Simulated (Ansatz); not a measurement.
Cl:

```
Cl
1.0
     3.14500   -2.25000    0.00000
     3.14500    2.25000    0.00000
     0.00000    0.00000    8.21000
Cl
4
Direct
  0.37000 0.63000 0.40000
  0.13000 0.87000 0.90000
  0.63000 0.37000 0.60000
  0.87000 0.13000 0.10000
```

* Program: Ansatz 0.2.0
* Task: relaxation of cell and atoms
* Functional: BLYP
* Dispersion: D4
* Potentials or basis: Ansatz PAW
* Cutoff: 420 eV (not typed: the program's choice for these potentials)
* k mesh: 7 × 7 × 4
* Occupations: fermi-dirac, width 0.05 eV
* Spin: no spin polarisation

At the start: volume 29.05 Å³/atom.

**Question.** Where does the relaxation end?

**Answer.** It ends after 8 steps and the volume is 26.16 Å³/atom (-9.9 %); space group Cmce (No. 64, to 0.05 Å).

The path:
| step | energy change (eV) | largest force (eV/Å) | volume (Å³) |
| --- | --- | --- | --- |
| 1 | 0.0000 | 0.6116 | 116.19 |
| 2 | -0.0698 | 0.2448 | 107.63 |
| 3 | -0.0832 | 0.0389 | 103.96 |
| 4 | -0.0892 | 0.0174 | 105.00 |
| 5 | -0.0909 | 0.0087 | 104.43 |
| 6 | -0.0910 | 0.0009 | 104.57 |
| 7 | -0.0911 | 0.0013 | 104.64 |
| 8 | -0.0909 | 0.0013 | 104.64 |

Final structure:
```
Cl
1.0
     3.18257   -2.03539    0.00000
     3.18257    2.03539    0.00000
     0.00000    0.00000    8.07657
Cl
4
Direct
  0.36944 0.63056 0.39009
  0.13056 0.86944 0.89009
  0.63056 0.36944 0.60991
  0.86944 0.13056 0.10991
```

Caveat: the plane-wave basis is chosen anew once the cell has moved, so the energies of steps on either side of that aren't comparable; the PAW data sets come from PBE, with cores solved anew for the run's functional, which leaves a small shift of forces and pressure.
